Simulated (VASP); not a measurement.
# P (R-3m) in VASP: notebook, part 2 of 2

VASP 6.6.1. Earlier steps stand in the parts before.

### 6 Relaxation of cell and atoms, LDA, target pressure 7.5 GPa, at which the enthalpy is minimised

This run uses another cell than the first one, of 13.41 Å³/atom, 0.830 times its volume.

Input file INCAR:

```
SYSTEM = P
  PREC = Accurate
  ENCUT = 520
  EDIFF = 1E-7
  ISMEAR = 0
  SIGMA = 0.1
  LREAL = .FALSE.
  LASPH = .TRUE.
  NELM = 80
  ALGO = Normal
  ISIF = 3
  LWAVE = .FALSE.
  LCHARG = .FALSE.
  GGA = CA
  IBRION = 2
  NSW = 80
  EDIFFG = -0.002
  PSTRESS = 75.0
```

Input file KPOINTS:

```
Automatic mesh
0
G
  15 15 15
  0 0 0
```

Input file POSCAR:

```
P                                       
1.0
    1.6795948597      0.9697145487      2.7437803520
   -1.6795948597      0.9697145487      2.7437803520
    0.0000000000     -1.9394290794      2.7437803492
  P             
     2
Direct
     0.2422817728833405    0.2422817728833405    0.2422817728811638
     0.7577182271166594    0.7577182271166594    0.7577182271188360
```

Potentials or basis: VASP PAW LDA potentials, release 64 (P).

The run is started by

```
$ cat potpaw_LDA.64/P/POTCAR > POTCAR
$ mpirun -np 1 vasp_std > vasp.out
```

OUTCAR:

```text
SYSTEM = P
   PREC = Accurate
   ENCUT = 520
   EDIFF = 1E-7
   ISMEAR = 0
   LREAL = .FALSE.
   LASPH = .TRUE.
   NELM = 80
   ISIF = 3
   GGA = CA
   IBRION = 2
   NSW = 80
   EDIFFG = -0.002
   PSTRESS = 75.0

 ion  position               nearest neighbor table
   1  0.242  0.242  0.242-   2 2.30   2 2.30   2 2.30   2 2.45   2 2.45   2 2.45
   2  0.758  0.758  0.758-   1 2.30   1 2.30   1 2.30   1 2.45   1 2.45   1 2.45

  LATTYP: Found a trigonal (rhomboedric) cell.
 ALAT       =     3.3600172349
 COS(alpha) =     0.5002462527

  Lattice vectors:

 A1 = (   1.6795948597,   0.9697145487,   2.7437803520)
 A2 = (  -1.6795948597,   0.9697145487,   2.7437803520)
 A3 = (   0.0000000000,  -1.9394290794,   2.7437803492)

Analysis of symmetry for initial positions (statically):
=====================================================================
 Subroutine PRICEL returns:
 Original cell was already a primitive cell.

 Routine SETGRP: Setting up the symmetry group for a
 trigonal (rhombohedral) supercell.

 Subroutine GETGRP returns: Found 12 space group operations
 (whereof 12 operations were pure point group operations)
 out of a pool of 12 trial point group operations.

The static configuration has the point symmetry D_3d.

Analysis of symmetry for dynamics (positions and initial velocities):
=====================================================================
 Subroutine PRICEL returns:
 Original cell was already a primitive cell.

 Routine SETGRP: Setting up the symmetry group for a
 trigonal (rhombohedral) supercell.

 Subroutine GETGRP returns: Found 12 space group operations
 (whereof 12 operations were pure point group operations)
 out of a pool of 12 trial point group operations.

The dynamic configuration has the point symmetry D_3d.

 Subroutine INISYM returns: Found 12 space group operations
 (whereof 12 operations are pure point group operations),
 and found     1 'primitive' translations

[... 122 lines left out ...]
   IVDW    =     0    specifies the selected vdW correction
   LEPSILON=     F    determine dielectric tensor
   LRPA    =     F    only Hartree local field effects (RPA)
 conjugate gradient relaxation of ions
 non-spin polarized calculation
 Gauss-broadening in eV      SIGMA  =   0.10
  energy-cutoff  :      520.00
  volume of cell :       26.81
 maximum number of plane-waves:       745
 NGX is ok and might be reduce to    28
   NGX = 13   NGY = 13   NGZ = 13

 number of electron      10.0000000 magnetization

 Free energy of the ion-electron system (eV)
  ---------------------------------------------------
  ext. energy  EPLUGINS =         0.00000000
  ---------------------------------------------------
  free energy    TOTEN  =       -12.08559065 eV

  energy without entropy =      -12.08358461  energy(sigma->0) =      -12.08458763

 E-fermi :  10.9635     XC(G=0): -11.7412

 val. band max:       10.9617679358   @ k =  -0.4667   0.2000   0.1333
 cond. band min:      10.9677728832   @ k =   0.4000   0.3333   0.3333
 fundamental gap:      0.0060049474
 Fermi energy:        10.9634765381

 k-point     1 :       0.0000    0.0000    0.0000
  band No.  band energies     occupation
      1      -6.5321      2.00000
      2       8.4795      2.00000
      3       8.4795      2.00000
      4       8.6243      2.00000
      5      10.1079      2.00000
      6      14.6266      0.00000
      7      14.9880      0.00000
      8      14.9880      0.00000
      9      16.4404      0.00000
[... 265 lines left out ...]
 k-point    24 :       0.2000    0.1333    0.0000
  band No.  band energies     occupation
      1      -5.8072      2.00000
      2       5.4582      2.00000
      3       7.3109      2.00000
      4       7.6312      2.00000
      5      10.5046      2.00000
      6      13.4973      0.00000
      7      13.8177      0.00000
      8      15.8530      0.00000
      9      16.4139      0.00000

 [... further k-points ...]

------------------------ aborting loop because EDIFF is reached ----------------------------------------

  FORCE on cell =-STRESS in cart. coord.  units (eV):
  Direction    XX          YY          ZZ          XY          YZ          ZX
  --------------------------------------------------------------------------------------
  -------------------------------------------------------------------------------------
  Total        1.2549591      1.2549591      1.2548784     -0.0000000      0.0000000      0.0000000
  in kB       74.9878875     74.9878872     74.9830642     -0.0000000      0.0000002      0.0000000
  external PRESSURE =      -0.0137204 kB  Pullay stress =      75.0000000 kB

 VOLUME and BASIS-vectors are now :
 -----------------------------------------------------------------------------
  energy-cutoff  :      520.00
  volume of cell :       26.81
      direct lattice vectors                 reciprocal lattice vectors
     1.679594860  0.969714549  2.743780352     0.297690837  0.171871885  0.121486887
    -1.679594860  0.969714549  2.743780352    -0.297690837  0.171871885  0.121486887
     0.000000000 -1.939429079  2.743780349     0.000000000 -0.343743771  0.121486888

 POSITION                                       TOTAL-FORCE (eV/Angst)
 -----------------------------------------------------------------------------------
      0.00000      0.00000      1.99430         0.000000      0.000000      0.000160
      0.00000      0.00000      6.23704         0.000000     -0.000000     -0.000160
 -----------------------------------------------------------------------------------
    total drift:                                0.000000      0.000000      0.000000

  FREE ENERGIE OF THE ION-ELECTRON SYSTEM (eV)
  ---------------------------------------------------
  free  energy   TOTEN  =       -12.0855906492 eV

  energy  without entropy=      -12.0835846128  energy(sigma->0) =      -12.08458763

  enthalpy is  TOTEN    =       -10.8304288339 eV   P V=        1.2551618153

 reached required accuracy - stopping structural energy minimisation
```

OSZICAR:

```text
N       E                     dE             d eps       ncg     rms          rms(c)
DAV:   1     0.215874622052E+02    0.21587E+02   -0.49073E+03  6216   0.984E+02
DAV:   2    -0.112580864377E+02   -0.32846E+02   -0.31926E+02  9429   0.131E+02
DAV:   3    -0.121302877049E+02   -0.87220E+00   -0.86448E+00  7793   0.230E+01
DAV:   4    -0.121354118942E+02   -0.51242E-02   -0.51160E-02  9422   0.183E+00
DAV:   5    -0.121354292884E+02   -0.17394E-04   -0.17392E-04  8059   0.734E-02    0.790E+00
DAV:   6    -0.121032570120E+02    0.32172E-01   -0.88945E-03  8188   0.653E-01    0.470E+00
DAV:   7    -0.120856591443E+02    0.17598E-01   -0.16276E-02  7850   0.935E-01    0.109E-01
DAV:   8    -0.120855861891E+02    0.72955E-04   -0.99368E-04  7803   0.274E-01    0.619E-02
DAV:   9    -0.120855896012E+02   -0.34121E-05   -0.40396E-05  8051   0.560E-02    0.431E-02
DAV:  10    -0.120855907704E+02   -0.11692E-05   -0.24302E-06  8560   0.124E-02    0.522E-03
DAV:  11    -0.120855906680E+02    0.10239E-06   -0.22621E-07  6289   0.392E-03    0.254E-03
DAV:  12    -0.120855906492E+02    0.18777E-07   -0.67789E-08  3797   0.183E-03
   1 F= -.10830429E+02 E0= -.10829426E+02  d E =-.108304E+02
```

Run time: 34 s. Hardware: 1 thread of Intel Xeon 6975P-C (Granite Rapids), shared host; peak memory 0.19 GiB.

What came out:

```yaml
Free_energy: -12.0856 eV
Pressure_after_relaxing: 7.5 GPa
Band_gap_on_the_k_mesh: none (metal or under the smearing width)
```

Final structure:
```
P
1.0
     1.67959    0.96971    2.74378
    -1.67959    0.96971    2.74378
     0.00000   -1.93943    2.74378
P
2
Direct
  0.24228 0.24228 0.24228
  0.75772 0.75772 0.75772
```

Levels at points of the mesh, in eV from the Fermi level:
| k point | band 1 | band 2 | band 3 | band 4 | band 5 | band 6 | band 7 | band 8 | band 9 |
| --- | --- | --- | --- | --- | --- | --- | --- | --- | --- |
| (0.00, 0.00, 0.00) | -17.50 | -2.48 | -2.48 | -2.34 | -0.86 | 3.66 | 4.02 | 4.02 | 5.48 |

Caveat: the relaxation stopped at its first step, so nothing moved; the cell is relaxed towards a set pressure, so the enthalpy falls and the energy may rise.
